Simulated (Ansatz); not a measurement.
The cell was built from the bcc type and relaxed in the same program, and has space group Im-3m; it needn't be a known or the stable phase.

Be: DFT, PBE, all-electron LAPW, scalar-relativistic (Ansatz 0.2.0).

```yaml
crystal:
  lattice:
    - [-1.2502352778, 1.2502352778, 1.2502352778]
    - [1.2502352778, -1.2502352778, 1.2502352778]
    - [1.2502352778, 1.2502352778, -1.2502352778]
  atoms:
    - { symbol: Be, position: [0.0, 0.0, 0.0] }
kpoints:
  mp_grid: { grid: [20, 20, 20] }
  band_path:
    path:
      - [0.0, 0.0, 0.0]
      - [0.5, -0.5, 0.5]
      - [0.0, 0.0, 0.5]
      - [0.0, 0.0, 0.0]
      - [0.25, 0.25, 0.25]
      - [0.5, -0.5, 0.5]
      - [0.25, 0.25, 0.25]
      - [0.0, 0.0, 0.5]
    npoints: 8
scf:
  occupations: { method: fermi_dirac, width: 0.05 }
hamiltonian:
  xc: pbe
  pseudopotentials: { kind: all_electron, lapw: { basis_error: 0.001 } }
output:
  forces: true
  stress: true
  eigenvalues: true
  populations: true
  dos: { projected: true, de: 0.2, e_range: [-14, 8] }
```

Output:

```
Be: projections on atomic orbitals take those of the free atom 1s2 2s2, of charge +0.00 (hamiltonian.pseudopotentials.projection_atoms)
LAPW: plane waves up to 6.352 Å⁻¹, error target 1.0e-3 eV per atom; small_component_spin mean_spin; Be in spheres of 1.083 Å, 4 of its electrons in bands, Dirac shells []
Engine: ansatz 0.2.0
Pseudopotentials: kind: all_electron
Pseudopotential: Be, LAPW, valence charge 4, Koelling and Harmon's equation, gaussian nucleus
Functional definition: PBE
  parameter kappa = 0.804
  parameter beta = 0.06672455060314922
  exchange = pbe_x(kappa = kappa, mu = beta*pi^2/3)
  correlation = pbe_c(beta = beta)
Crystal: 1 atoms, lattice volume = 7.817 Å³
Basis set: ecut = 153.74055421970456 eV, 43 PW (Γ), exchange–correlation at level 2
Bands: 6, of which v1, the nominal top of the filled ones, is band 2 counted from 1 (1 counted from 0)
Symmetry: 48 space group operations
Space group: Im-3m (ITA 229), of the structure as read, at distance tolerance 2.0e-5 Å
k-points: 256 of 8000
Non-local potential: Be, projectors of the file, none
Initial density: superposition of atomic densities (chi_scale 0.1, normalization cell)
Initial wavefunctions: plane waves of lowest kinetic energy (no species holds an atomic orbital)
Functional: x = pbe(κ = 0.804, μ = 0.2195149727645171), c = pbe(β = 0.06672455060314922)
iter 1 solved again at ethr=1.20e-5 eV; its pass at ethr=1.00e-1 eV (dr2=4.80e-4 eV) is discarded
SCF iter   1: F=—  HF=-401.818004 eV  |F-HF|=—  |Δ(HF+E_count)|=         —  Δρ=3.67e-3  dr2=4.80e-4  ethr=1.20e-5  ⟨swp⟩=3.6  Hψ=14003  notcnv=0
preconditioner: auto → none  [metal: Δε(μ)=0.037 eV  Ē_g=19.043 eV  σ=0.050 eV  W_gap=0.18  n_scr=0 (ndim 8)  ℏωp=18.8 eV  f_vac=0.000  D(μ)=0.15/eV (n_scr^D=0)]
SCF iter   2: F=—  HF=-401.813511 eV  |F-HF|=—  |Δ(HF+E_count)|=   4.49e-3  Δρ=1.81e-3  dr2=1.17e-4  ethr=1.20e-5  ⟨swp⟩=2.0  Hψ=4283  notcnv=0
iter 3 solved again at ethr=2.62e-8 eV; its pass at ethr=2.92e-6 eV (dr2=1.05e-6 eV) is discarded
SCF iter   3: F=—  HF=-401.812794 eV  |F-HF|=—  |Δ(HF+E_count)|=   7.17e-4  Δρ=1.72e-4  dr2=1.05e-6  ethr=2.62e-8  ⟨swp⟩=2.0  Hψ=7369  notcnv=0
SCF iter   4: F=-401.812799 eV  HF=-401.812799 eV  |F-HF|=7.46e-9  |Δ(HF+E_count)|=   4.92e-6  Δρ=9.75e-6  dr2=3.41e-9  ethr=2.61e-8  ⟨swp⟩=2.0  Hψ=4283  notcnv=0
SCF 1 converged in 4 iterations: F = -401.812799 eV  dr2 = 3.41e-9
NSCF: frozen V_eff on 57 k-points
SCF converged after 4 iterations
Free energy (F): -401.812799 eV
Harris-Foulkes:  -401.812799 eV  (|F-HF|=7.46e-9)
Internal energy: -401.811681 eV  (E = F + TS)
E sigma→0 (E₀):  -401.812240 eV
Entropy (-TS):   -0.001118 eV (-1.118 meV/atom)
Fermi energy:    9.590152 eV
--- Per-component energies (eV) ---
  E_band       = -175.352069
  E_kinetic    = 399.314427
  E_xc         = -79.435461
  E_electrostatic = -721.690647  (all electrons and nuclei)
  E_smearing   = -0.001118  (= −TS)
  E_closure    = 0.000000  (closes the sum)
  E_atoms      = -398.180714  (free atoms, spherical and without spin; not in F)
  Σ components = -401.812799   (vs F -401.812799, Δ=0.00e0)
  Basis errors (estimates in eV, not in F): energy 8.0e-4 per atom: plane waves 8.0e-4 (4.4e-4 summed), levels above the bands 1.2e-161, relativity 1.9e-9, radial functions 5.1e-6, core shells 0.0e0; eigenvalues (radial functions only) 1.1e-3; not estimated: angular momenta, meshes, grids; target (lapw.basis_error) 1.0e-3; muffin-tin radii Be 1.083 Å
--- Forces (eV/Å), atoms counted from 1 ---
  atom   1  Be     0.00000000    -0.00000000    -0.00000000
  max |Σ_I F_I| component: 1.17e-31 eV/Å
--- Stress (GPa, compression-positive) ---
       -0.040280      -0.000000      -0.000000
       -0.000000      -0.040280       0.000000
       -0.000000       0.000000      -0.040280
  P = ⅓ Tr σ = -0.0403 GPa (-0.403 kbar)
--- Band table (eV; the first three rows and the last of 256) ---
  k-point 0: bands = ["-91.3877", "-2.6826", "29.0458", "29.0458", "29.0458", "40.4345"]
  k-point 1: bands = ["-91.3871", "-2.5948", "28.6111", "28.6856", "28.9420", "39.2208"]
  k-point 2: bands = ["-91.3851", "-2.3311", "27.2754", "27.7877", "28.6388", "37.1636"]
  k-point 255: bands = ["-91.3412", "13.5779", "13.5779", "13.5779", "19.4355", "19.4355"]
--- Löwdin populations: 1 site ---
  site symbol       q [e]
     0     Be      3.2245
  spilling = 0.193878 (of n_electrons = 4.000000)
```

populations.tsv:

```
# site	symbol	l	j	q
# orbitals = lowdin
# n_electrons = 4.000000
# spilling = 0.193878
# projection_atom_Be: 1s2 2s2
0	Be	0_1S	-	1.995384
0	Be	0_2S	-	1.229105
```
